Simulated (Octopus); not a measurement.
# Ta (Im-3m) in Octopus: further runs

The runs below take Ta through band structure, density of states, with SOGGA+U, rSCAN.

Program: Octopus 16.4. These are calculated values, not measurements. Logs are shortened: lines on timing, memory, paths and dates and some standing lists are left out, and cuts for length are marked.

### 1 Starting point

Symmetry: Im-3m, No. 229, cubic system. Conventional cell: a = 3.303 Å, b = 3.303 Å, c = 3.303 Å, α = 90.00°, β = 90.00°, γ = 90.00°. Ta (site symmetry m-3m) is surrounded by 8 Ta at 2.86 Å.

### 2 Band structure, SOGGA+U, collinear spin, ferromagnetic start

Input file inp (first run):

```
CalculationMode = gs
UnitsOutput = eV_Angstrom
PeriodicDimensions = 3
ExperimentalFeatures = yes
PseudopotentialSet = pseudodojo_pbe
%Species
 "Ta" | species_pseudo | hubbard_l | 2 | hubbard_u | 5*eV
%
%LatticeParameters
 2.8601008575*angstrom | 2.8601008575*angstrom | 2.8601008575*angstrom
%
%LatticeVectors
 -0.5773502692 | 0.5773502692 | 0.5773502692
 0.5773502692 | -0.5773502692 | 0.5773502692
 0.5773502692 | 0.5773502692 | -0.5773502692
%
%Coordinates
 "Ta" | 0*angstrom | 0*angstrom | 0*angstrom
%
%Spacing
 0.17875630*angstrom | 0.17875630*angstrom | 0.17875630*angstrom
%
DerivativesOrder = 8
%KPointsGrid
 8 | 8 | 8
%
KPointsUseSymmetries = yes
XCFunctional = gga_x_sogga + gga_c_pbe
SpinComponents = polarized
KPointsUseTimeReversal = no
GuessMagnetDensity = user_defined
%AtomsMagnetDirection
 1.5
%
DFTULevel = dft_u_empirical
AOTruncation = ao_box
SmearingFunction = fermi_dirac
Smearing = 0.15*eV
ExtraStates = 8
Eigensolver = chebyshev_filter
ConvRelDens = 1e-6
MaximumIter = 120
%Output
 occ_matrices
%
```

Input file inp (second run):

```
CalculationMode = unocc
UnitsOutput = eV_Angstrom
PeriodicDimensions = 3
ExperimentalFeatures = yes
PseudopotentialSet = pseudodojo_pbe
%Species
 "Ta" | species_pseudo | hubbard_l | 2 | hubbard_u | 5*eV
%
%LatticeParameters
 2.8601008575*angstrom | 2.8601008575*angstrom | 2.8601008575*angstrom
%
%LatticeVectors
 -0.5773502692 | 0.5773502692 | 0.5773502692
 0.5773502692 | -0.5773502692 | 0.5773502692
 0.5773502692 | 0.5773502692 | -0.5773502692
%
%Coordinates
 "Ta" | 0*angstrom | 0*angstrom | 0*angstrom
%
%Spacing
 0.17875630*angstrom | 0.17875630*angstrom | 0.17875630*angstrom
%
DerivativesOrder = 8
KPointsUseSymmetries = no
XCFunctional = gga_x_sogga + gga_c_pbe
SpinComponents = polarized
KPointsUseTimeReversal = no
%AtomsMagnetDirection
 1.5
%
DFTULevel = dft_u_empirical
AOTruncation = ao_box
SmearingFunction = fermi_dirac
Smearing = 0.15*eV
ExtraStates = 12
Eigensolver = chebyshev_filter
MaximumIter = 60
%KPointsReduced
 1 | 0.0000000000 | 0.0000000000 | 0.0000000000
 1 | 0.0500000000 | -0.0500000000 | 0.0500000000
 1 | 0.1000000000 | -0.1000000000 | 0.1000000000
 1 | 0.1500000000 | -0.1500000000 | 0.1500000000
 1 | 0.2000000000 | -0.2000000000 | 0.2000000000
 1 | 0.2500000000 | -0.2500000000 | 0.2500000000
 1 | 0.3000000000 | -0.3000000000 | 0.3000000000
 1 | 0.3500000000 | -0.3500000000 | 0.3500000000
 1 | 0.4000000000 | -0.4000000000 | 0.4000000000
 1 | 0.4500000000 | -0.4500000000 | 0.4500000000
 1 | 0.5000000000 | -0.5000000000 | 0.5000000000
 1 | 0.4285714286 | -0.4285714286 | 0.5000000000
 1 | 0.3571428571 | -0.3571428571 | 0.5000000000
 1 | 0.2857142857 | -0.2857142857 | 0.5000000000
 1 | 0.2142857143 | -0.2142857143 | 0.5000000000
 1 | 0.1428571429 | -0.1428571429 | 0.5000000000
 1 | 0.0714285714 | -0.0714285714 | 0.5000000000
 1 | 0.0000000000 | 0.0000000000 | 0.5000000000
 1 | 0.0000000000 | 0.0000000000 | 0.4285714286
 1 | 0.0000000000 | 0.0000000000 | 0.3571428571
 1 | 0.0000000000 | 0.0000000000 | 0.2857142857
 1 | 0.0000000000 | 0.0000000000 | 0.2142857143
 1 | 0.0000000000 | 0.0000000000 | 0.1428571429
 1 | 0.0000000000 | 0.0000000000 | 0.0714285714
 1 | 0.0000000000 | 0.0000000000 | 0.0000000000
 1 | 0.0277777778 | 0.0277777778 | 0.0277777778
 1 | 0.0555555556 | 0.0555555556 | 0.0555555556
 1 | 0.0833333333 | 0.0833333333 | 0.0833333333
 1 | 0.1111111111 | 0.1111111111 | 0.1111111111
 1 | 0.1388888889 | 0.1388888889 | 0.1388888889
 1 | 0.1666666667 | 0.1666666667 | 0.1666666667
 1 | 0.1944444444 | 0.1944444444 | 0.1944444444
 1 | 0.2222222222 | 0.2222222222 | 0.2222222222
 1 | 0.2500000000 | 0.2500000000 | 0.2500000000
 1 | 0.2750000000 | 0.1750000000 | 0.2750000000
 1 | 0.3000000000 | 0.1000000000 | 0.3000000000
 1 | 0.3250000000 | 0.0250000000 | 0.3250000000
 1 | 0.3500000000 | -0.0500000000 | 0.3500000000
 1 | 0.3750000000 | -0.1250000000 | 0.3750000000
 1 | 0.4000000000 | -0.2000000000 | 0.4000000000
 1 | 0.4250000000 | -0.2750000000 | 0.4250000000
 1 | 0.4500000000 | -0.3500000000 | 0.4500000000
 1 | 0.4750000000 | -0.4250000000 | 0.4750000000
 1 | 0.5000000000 | -0.5000000000 | 0.5000000000
 1 | 0.2500000000 | 0.2500000000 | 0.2500000000
 1 | 0.2000000000 | 0.2000000000 | 0.3000000000
 1 | 0.1500000000 | 0.1500000000 | 0.3500000000
 1 | 0.1000000000 | 0.1000000000 | 0.4000000000
 1 | 0.0500000000 | 0.0500000000 | 0.4500000000
 1 | 0.0000000000 | 0.0000000000 | 0.5000000000
%
ExtraStatesToConverge = 9
EigensolverTolerance = 1e-5
```

Potentials or basis: pseudodojo_pbe (PseudoDojo 0.5, PBE).

Run with:

```
$ OMP_NUM_THREADS=1 octopus > out.log  # on inp (first run)
$ OMP_NUM_THREADS=1 octopus > unocc.log  # on inp (second run)
```

out.log:

```text
Running octopus

Version                : 16.4
Optional libraries     :

************************** Calculation Mode **************************
Input: [CalculationMode = gs]
**********************************************************************

Input: [SpinComponents = polarized]

******************************* Space ********************************
Octopus will run in 3 dimension(s).
Octopus will treat the system as periodic in 3 dimension(s).
**********************************************************************

Input: [AllElectronType = no]
Input: [PseudopotentialSet = pseudodojo_pbe]
Reading Coordinates from Coordinates block

****************************** Species *******************************
  Species 'Ta'
    type             : pseudopotential
    file             : 'Ta.upf'
    file format      : UPF2
    valence charge   : 13.0
    atomic number    :  73
    form on file     : kleinman-bylander
    lmax             : 3
    llocal           : -1
    projectors per l : 2
    total projectors : 8
    application form : kleinman-bylander
    orbitals         : 10
    bound orbitals   : 10

**********************************************************************

***************************** Symmetries *****************************
Space group No.  229
International: Im-3m
Schoenflies: Oh^9
Info: The system has    48 symmorphic symmetries that can be used.
  Index                Rotation matrix                      Fractional translations
    1 :     1   0   0     0   1   0     0   0   1      0.000000    0.000000    0.000000
    2 :    -1   0   0     0  -1   0     0   0  -1      0.000000    0.000000    0.000000
    3 :     0   0  -1     1   1   1     0  -1   0      0.000000    0.000000    0.000000
    4 :     0   0   1    -1  -1  -1     0   1   0      0.000000    0.000000    0.000000
    5 :     0   1   0     1   0   0    -1  -1  -1      0.000000    0.000000    0.000000
    6 :     0  -1   0    -1   0   0     1   1   1      0.000000    0.000000    0.000000
[... 40 lines left out ...]
   47 :     0   0  -1    -1   0   0     1   1   1      0.000000    0.000000    0.000000
   48 :     0   0   1     1   0   0    -1  -1  -1      0.000000    0.000000    0.000000
Info: The system also has     0 nonsymmorphic symmetries (not used for electrons).
**********************************************************************

Input: [CurvMethod = curv_affine]
Input: [DerivativesStencil = stencil_stargeneral]

****************************** Lattice *******************************
  Lattice Vectors [A]
   -1.651280    1.651280    1.651280
    1.651280   -1.651280    1.651280
    1.651280    1.651280   -1.651280
  Cell volume =            18.0104 [A^3]
  Reciprocal-Lattice Vectors [A^-1]
   -0.000000    1.902520    1.902520
    1.902520   -0.000000    1.902520
    1.902520    1.902520   -0.000000
  Cell angles [degree]
    alpha =  109.471
    beta  =  109.471
    gamma =  109.471
**********************************************************************

Checking if the generated full k-point grid is symmetric

    29 k-points generated from parameters :
 ---------------------------------------------------
    n =    8    8    8

    s1  =  0.00  0.00  0.00

   index |      weight  |             coordinates              |
       1 |     0.001953 |    0.000000    0.000000    0.000000  |
       2 |     0.023438 |    0.125000    0.000000    0.000000  |
       3 |     0.046875 |    0.125000    0.125000    0.000000  |
[... 218 lines left out ...]
**   Symmetrization discrepancy ratio (scalar) =  5.51197E-02

*********************** SCF CYCLE ITER #    1 ************************
 etot  = -1.74251193E+03 abs_ev   =  3.48E+01 rel_ev   =  1.87E-01
 ediff =        6.40E+01 abs_dens =  1.36E+00 rel_dens =  1.04E-01
Matrix vector products: 1450
Converged eigenvectors: 0

#  State  KPoint  Spin  Eigenvalue [eV]  Occupation    Error
      1       1    up      -54.552135    1.000000   ( 4.0E-07)
      1       2    up      -54.533268    1.000000   ( 1.5E-06)
      1       5    up      -54.515114    1.000000   ( 8.5E-07)
      1       3    up      -54.500931    1.000000   ( 1.1E-06)
      1       6    up      -54.487482    1.000000   ( 1.1E-06)
      1       9    up      -54.471070    1.000000   ( 2.0E-06)
      1       4    up      -54.466570    1.000000   ( 1.5E-06)
      1       7    up      -54.454916    1.000000   ( 1.8E-06)
[... 23 lines left out ...]
     15      27    dn       39.015900    0.000000   ( 1.5E-01)
     15      21    up       39.242469    0.000000   ( 9.7E-02)
     15      22    dn       39.252310    0.000000   ( 8.3E-02)
     15      21    dn       39.327205    0.000000   ( 8.6E-02)
     15      23    up       39.479988    0.000000   ( 1.1E-01)
     15       5    dn       39.790889    0.000000   ( 1.5E-01)
     15       1    dn       40.008299    0.000000   ( 6.1E-01)
     15      23    dn       40.106203    0.000000   ( 8.4E-02)

Density of states:

------------------------%---------------------------------------------
------------------------%---------------------------------------------
------------------------%---------------------------------------------
------------------------%---------------------------------------------
------------------------%---------------------------------------------
%-----------------------%%--------------------------------------------
%-----------------------%%----------------------%---%%----------------
%-----------------------%%---------------------%%%--%%-----%----------
%-----------------------%%--------------------%%%%%%%%%%%%%%%%%%%%----
%-----------------------%%------------------%%%%%%%%%%%%%%%%%%%%%%%%%-
                                                 ^

Fermi energy =    12.424320 eV
Total Magnetic Moment:
 mz =   0.691276
Local Magnetic Moments (sphere radius [A] =   1.430):
 Ion                    mz
   1        Ta       0.525747
[... 317 lines left out ...]
Fermi energy =    11.833893 eV
Total Magnetic Moment:
 mz =   0.000050
Local Magnetic Moments (sphere radius [A] =   1.430):
 Ion                    mz
   1        Ta       0.000040

**********************************************************************

Info: restarting mixing.

*********************** SCF CYCLE ITER #   21 ************************
 etot  = -1.76239522E+03 abs_ev   =  1.86E-05 rel_ev   =  9.32E-08
 ediff =        9.21E-07 abs_dens =  4.56E-05 rel_dens =  3.51E-06
Matrix vector products: 1450
Converged eigenvectors: 33
[... 29 lines left out ...]
*********************** SCF CYCLE ITER #   23 ************************
 etot  = -1.76239522E+03 abs_ev   =  9.46E-08 rel_ev   =  4.74E-10
 ediff =        1.10E-08 abs_dens =  4.34E-07 rel_dens =  3.34E-08
Matrix vector products: 1450
Converged eigenvectors: 663

#  State  KPoint  Spin  Eigenvalue [eV]  Occupation    Error
      1       1    up      -56.183754    1.000000   ( 3.6E-08)
      1       1    dn      -56.183753    1.000000   ( 3.4E-08)
      1       2    up      -56.167061    1.000000   ( 3.2E-08)
      1       2    dn      -56.167060    1.000000   ( 3.1E-08)
      1       5    up      -56.150981    1.000000   ( 3.4E-08)
      1       5    dn      -56.150980    1.000000   ( 3.2E-08)
      1       3    up      -56.138462    1.000000   ( 2.7E-08)
      1       3    dn      -56.138461    1.000000   ( 2.7E-08)
[... 23 lines left out ...]
     15      22    up       37.350988    0.000000   ( 3.5E-03)
     15      22    dn       37.438377    0.000000   ( 8.2E-03)
     15      21    dn       37.475268    0.000000   ( 4.2E-03)
     15      21    up       37.498641    0.000000   ( 5.8E-03)
     15       5    up       37.673718    0.000000   ( 1.7E-03)
     15       5    dn       37.673882    0.000000   ( 1.1E-03)
     15      23    dn       38.268818    0.000000   ( 6.8E-03)
     15      23    up       38.297567    0.000000   ( 9.1E-03)

Density of states:

-------------------------%--------------------------------------------
-------------------------%--------------------------------------------
------------------------%%--------------------------------------------
------------------------%%-----------------------%----%---------------
%-----------------------%%-----------------------%----%---------------
%-----------------------%%-----------------------%----%---------------
%-----------------------%%-----------------------%---%%------%--------
%-----------------------%%---------------------%-%%-%%%-%-%%%%-%%-%%--
%-----------------------%%---------------------%%%%%%%%-%-%%%%%%%%%%--
%-----------------------%%--------------------%%%%%%%%%%%%%%%%%%%%%%--
                                                  ^

Fermi energy =    11.833894 eV
Total Magnetic Moment:
 mz =   0.000003
Local Magnetic Moments (sphere radius [A] =   1.430):
 Ion                    mz
   1        Ta       0.000003

**********************************************************************

Info: SCF converged in   23 iterations

** Warning:
**   Some of the states are not fully converged!

Info: Number of matrix-vector products:      33350
Info: Writing output to static/
Info: Finished writing information to 'restart/gs'.

Octopus emitted 50 warnings.
```

Run time: 13 min. Hardware: 1 thread of Arm Neoverse V1, shared host; peak memory 0.85 GiB.

Results:

```yaml
Free_energy: -1762.4964 eV
Band_gap_along_the_path: none (metal or under the smearing width)
Net_moment: 0.00 μB per cell
```

Levels at the corners of the path, in eV from the Fermi level:
Spin up:
```tsv
point	band 2	band 3	band 4	band 5	band 6	band 7	band 8	band 9	band 10	band 11
Γ	-33.93	-33.93	-33.93	-8.60	0.99	0.99	0.99	4.52	4.52	13.94
H	-34.75	-34.75	-34.75	-3.68	-3.68	7.27	7.27	7.27	7.87	7.87
N	-35.10	-34.31	-33.94	-4.58	-1.40	0.90	4.32	5.57	8.28	11.05
Γ	-33.93	-33.93	-33.93	-8.60	0.99	0.99	0.99	4.52	4.52	13.94
P	-34.52	-34.52	-34.52	-1.37	-1.37	-1.37	5.76	5.76	6.29	12.64
H	-34.75	-34.75	-34.75	-3.68	-3.68	7.27	7.27	7.27	7.87	7.87
P	-34.52	-34.52	-34.52	-1.37	-1.37	-1.37	5.76	5.76	6.29	12.64
N	-35.10	-34.31	-33.94	-4.58	-1.40	0.90	4.32	5.57	8.28	11.05
```
Spin down:
```csv
point,band 2,band 3,band 4,band 5,band 6,band 7,band 8,band 9,band 10,band 11
Γ,-33.93,-33.93,-33.93,-8.60,0.99,0.99,0.99,4.52,4.52,13.94
H,-34.75,-34.75,-34.75,-3.68,-3.68,7.27,7.27,7.27,7.87,7.87
N,-35.10,-34.31,-33.94,-4.58,-1.40,0.90,4.32,5.57,8.28,11.05
Γ,-33.93,-33.93,-33.93,-8.60,0.99,0.99,0.99,4.52,4.52,13.94
P,-34.52,-34.52,-34.52,-1.37,-1.37,-1.37,5.76,5.76,6.29,12.64
H,-34.75,-34.75,-34.75,-3.68,-3.68,7.27,7.27,7.27,7.87,7.87
P,-34.52,-34.52,-34.52,-1.37,-1.37,-1.37,5.76,5.76,6.29,12.64
N,-35.10,-34.31,-33.94,-4.58,-1.40,0.90,4.32,5.57,8.28,11.05
```

Caveat: U acts on the potentials' truncated atomic orbitals, so values differ from other programs' at the same U, and they weren't checked against one; the potentials were made for another functional, which shifts forces and pressure; spin-orbit coupling is left out, which moves the levels of the heavy elements; the U is typed as a test and isn't derived for this compound.

### 3 Density of states, rSCAN

Input file run.py:

```python
from ase.calculators.octopus import Octopus, OctopusProfile
from ase import Atoms

atoms = Atoms(['Ta'],
              cell=[[-1.65128, 1.65128, 1.65128], [1.65128, -1.65128, 1.65128], [1.65128, 1.65128, -1.65128]],
              scaled_positions=[[0.0, 0.0, 0.0]],
              pbc=True)
calc = Octopus(profile=OctopusProfile(command='octopus'), directory='.',
               CalculationMode='gs',
               ExperimentalFeatures='yes',
               PseudopotentialSet='hgh_lda_sc',
               Spacing=[['0.19067339*angstrom', '0.19067339*angstrom', '0.19067339*angstrom']],
               DerivativesOrder=8,
               KPointsGrid=[[5, 5, 5]],
               KPointsUseSymmetries='yes',
               XCFunctional='mgga_x_rscan + mgga_c_rscan',
               FilterPotentials='filter_none',
               SmearingFunction='fermi_dirac',
               Smearing='0.02*eV',
               ExtraStates=13,
               Eigensolver='chebyshev_filter',
               ConvRelDens='1e-6',
               MaximumIter=120,
               DOSGamma='0.1*eV',
               DOSEnergyPoints=400,
               Output=[['density', 'cube'], ['elf', 'cube'], ['potential', 'cube'], ['dos']],
               )
atoms.calc = calc
energy = atoms.get_potential_energy()
print('energy (eV):', energy)
print('forces (eV/A):')
print(atoms.get_forces())
```

Potentials or basis: hgh_lda_sc (LDA, semicore).

Run with:

```
$ OMP_NUM_THREADS=1 python run.py
```

Wall time 63 s (1 thread of Arm Neoverse V1, shared host); peak memory 0.11 GiB.

The run converged, but some of its settings lie outside the range that counts as converged, so its numbers aren't taken as properties of the crystal.

Results:

```yaml
Free_energy: -1608.5768 eV
Band_gap_on_the_k_mesh: none (metal or under the smearing width)
```

Caveat: the k mesh is coarse (spacing up to 0.54 Å⁻¹), so the values aren't converged; this is an older set of potentials, less accurate than current ones; the potentials were made for another functional, which shifts forces and pressure; the program's energy grid is too thin for its DOS broadening, so the DOS isn't listed.
